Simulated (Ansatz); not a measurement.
A 4-atom cell of AgCl (Cmcm) from a materials database was relaxed with 4 functionals in Ansatz, cell and atoms free, the symmetry of the start kept (meshes: PBE 6×6×6, r2SCAN 6×6×6, PBEsol 6×6×6, LDA 6×6×6). No spin polarisation and no zero-point or thermal motion.

The PBE result:
```yaml
crystal:
  lattice:
    - [1.89326, -5.80904, 0.00000]
    - [1.89326, 5.80904, 0.00000]
    - [0.00000, 0.00000, 3.89433]
  atoms:
    - { symbol: Ag, position: [0.39398, 0.60602, 0.75000] }
    - { symbol: Ag, position: [0.60602, 0.39398, 0.25000] }
    - { symbol: Cl, position: [0.86646, 0.13354, 0.25000] }
    - { symbol: Cl, position: [0.13354, 0.86646, 0.75000] }
```

The symmetry is Cmcm (No. 63, orthorhombic); a = 3.787 Å, b = 11.618 Å, c = 3.894 Å in the conventional setting, 21.41 Å³ an atom. Around Ag lie 5 Cl at 2.73–3.03 Å; around Cl lie 5 Ag at 2.73–3.03 Å.

(1) Order the functionals by the relaxed volume, smallest first.
A. PBEsol
B. PBE
C. r2SCAN
D. LDA

(2) How does the cell change with LDA?

(3) How does the cell change with r2SCAN?

(4) Held at the r2SCAN cell, what mean stress do LDA and PBE find, and does its sign point to their own minimum?

Results:

(1) D (18.34 Å³/atom), A (19.32 Å³/atom), C (20.40 Å³/atom), B (21.41 Å³/atom).

(2) a = 3.663 Å, b = 10.628 Å, c = 3.768 Å; the volume differs by -14.4 % from PBE's. Ag is surrounded by 7 Cl at 2.66–3.11 Å; Cl is surrounded by 7 Ag at 2.66–3.11 Å.

(3) a = 3.726 Å, b = 11.112 Å, c = 3.942 Å; the volume differs by -4.7 % from PBE's. Around Ag lie 7 Cl at 2.73–3.24 Å; around Cl lie 7 Ag at 2.73–3.24 Å.

(4) Yes. LDA -5.96 GPa, and its relaxed volume is -10.1 % from r2SCAN's; PBE +1.70 GPa, and its relaxed volume is +5.0 % from r2SCAN's. Compression counts positive, so a positive stress asks for a larger cell.
